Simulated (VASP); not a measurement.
Crystal: ZnSe (Stilleite).

```
Zn Se
1.0
     0.00000    2.82066    2.82066
     2.82066    0.00000    2.82066
     2.82066    2.82066    0.00000
Zn Se
1 1
Cartesian
  0.0000 0.0000 0.0000
  1.4103 1.4103 1.4103
```

```yaml
Program: VASP 6.6.1
Task: relaxation of cell and atoms
Functional: HSE06
Potentials_or_basis: VASP PAW PBE potentials, release 64 (Zn, Se)
Cutoff: 520 eV
k_mesh: 6 × 6 × 6
Occupations: gaussian, width 0.03 eV
Spin: no spin polarisation
```

At the start: pressure 2.1 GPa; volume 22.44 Å³/atom.

How do energy, volume and symmetry change on relaxing?

Over 3 steps the energy falls by 4.7 meV/atom and the volume is 23.17 Å³/atom (+3.2 %); space group F-43m (No. 216, to 0.05 Å).

The path:
```tsv
step	energy change (eV)	largest force (eV/Å)	pressure (GPa)	volume (Å³)
1	0.0000	0.0000	2.10	44.88
2	-0.0084	0.0000	-0.68	46.82
3	-0.0094	0.0000	0.03	46.34
```

Final structure:
```cif
data_structure
_symmetry_space_group_name_H-M 'P 1'
_symmetry_Int_Tables_number 1
_cell_length_a 4.0316
_cell_length_b 4.0316
_cell_length_c 4.0316
_cell_angle_alpha 60.000
_cell_angle_beta 60.000
_cell_angle_gamma 60.000
_cell_volume 46.34
loop_
_atom_site_label
_atom_site_type_symbol
_atom_site_fract_x
_atom_site_fract_y
_atom_site_fract_z
_atom_site_occupancy
Zn1 Zn 0.00000 0.00000 0.00000 1
Se1 Se 0.25000 0.25000 0.25000 1
```

Caveat: the PAW data sets were made with another functional, which shifts forces and pressure a little.
